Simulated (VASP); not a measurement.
# SiC (Moissanite 6H): relaxation of cell and atoms with vdW-DF2

SiC (Moissanite 6H):

```
Si C
1.0
     3.09500    0.00000    0.00000
    -1.54750    2.68035    0.00000
     0.00000    0.00000   15.17000
Si C
6 6
Direct
  0.66667 0.33333 0.45830
  0.33333 0.66667 0.95830
  0.66667 0.33333 0.79170
  0.33333 0.66667 0.29170
  0.00000 0.00000 0.62500
  0.00000 0.00000 0.12500
  0.66667 0.33333 0.33330
  0.33333 0.66667 0.83330
  0.66667 0.33333 0.66670
  0.33333 0.66667 0.16670
  0.00000 0.00000 0.50000
  0.00000 0.00000 0.00000
```

```json
{
  "Program": "VASP 6.6.1",
  "Task": "relaxation of cell and atoms",
  "Functional": "vdW-DF2",
  "Potentials or basis": "VASP PAW PBE potentials, release 64 (Si, C)",
  "Cutoff": "600 eV",
  "k mesh": "10 × 10 × 2",
  "Occupations": "fermi-dirac, width 0.05 eV",
  "Spin": "no spin polarisation",
  "Further INCAR settings": "ALGO = Fast; EDIFF = 1e-06; IBRION = 2; EDIFFG = -0.005; NSW = 40; ISIF = 3"
}
```

* Relaxed volume: 10.83 Å³/atom
* Relaxed cell: a = 3.126 Å, b = 3.126 Å, c = 15.352 Å, α = 90.00°, β = 90.00°, γ = 120.00°
* Space group after relaxing (to 0.05 Å): P6_3mc (No. 186)
* Energy gained by relaxing: 6.9 meV/atom
* Ionic steps: 8
* Pressure after relaxing: 0.0 GPa
* Band gap on the k mesh: 2.54 eV, indirect (least direct gap 3.62 eV)

Forces on the atoms (eV/Å):
```
Si   0.000  0.000 -0.001
Si   0.000  0.000 -0.001
Si   0.000  0.000  0.002
Si   0.000  0.000  0.002
Si   0.000  0.000  0.001
Si   0.000  0.000  0.001
C    0.000  0.000 -0.001
C    0.000  0.000 -0.001
C    0.000  0.000 -0.001
C    0.000  0.000 -0.001
C    0.000  0.000 -0.001
C    0.000  0.000 -0.001
```

Step by step:
| step | energy change (eV) | largest force (eV/Å) | pressure (GPa) | volume (Å³) |
| --- | --- | --- | --- | --- |
| 1 | 0.0000 | 0.1413 | 6.46 | 125.85 |
| 2 | -0.0201 | 0.0967 | -5.13 | 133.71 |
| 3 | -0.0822 | 0.0449 | -0.03 | 129.97 |
| 4 | -0.0822 | 0.0437 | 0.08 | 129.89 |
| 5 | -0.0823 | 0.0185 | 0.08 | 129.89 |
| 6 | -0.0823 | 0.0191 | 0.08 | 129.89 |
| 7 | -0.0824 | 0.0093 | -0.06 | 129.99 |
| 8 | -0.0824 | 0.0024 | 0.00 | 129.95 |

Final structure:
```
CELL_PARAMETERS angstrom
3.12633 0.00000 0.00000
-1.56317 2.70748 0.00000
0.00000 0.00000 15.35245
ATOMIC_POSITIONS crystal
Si 0.66667 0.33333 0.45822
Si 0.33333 0.66667 0.95822
Si 0.66667 0.33333 0.79179
Si 0.33333 0.66667 0.29179
Si 0.00000 0.00000 0.62509
Si 0.00000 0.00000 0.12510
C 0.66667 0.33333 0.33330
C 0.33333 0.66667 0.83330
C 0.66667 0.33333 0.66692
C 0.33333 0.66667 0.16692
C 0.00000 0.00000 0.49967
C 0.00000 0.00000 0.99967
```

Levels at points of the mesh, in eV from the valence-band top:
```
           k point  band 20  band 21  band 22  band 23  band 24  band 25  band 26  band 27  band 28  band 29
(0.00, 0.00, 0.00)    -0.30    -0.30    -0.04     0.00     0.00     5.00     5.18     5.54     6.01     6.06
(0.50, 0.00, 0.00)    -2.15    -1.73    -1.71    -1.56    -1.08     2.54     2.68     3.57     4.20     4.79
(0.00, 0.00, 0.50)    -0.62    -0.09    -0.09    -0.09    -0.09     5.07     5.07     5.78     5.78     6.38
(0.50, 0.00, 0.50)    -2.23    -1.65    -1.65    -1.27    -1.27     2.56     2.56     3.78     3.78     4.89
```

It took 14 min on 1 thread of Intel(R) Xeon(R) 6975P-C (Granite Rapids), with other jobs on the host, peak memory 0.84 GiB.

Caveat: the PAW data sets were made with another functional, which shifts forces and pressure a little. A k mesh can miss the band edges.
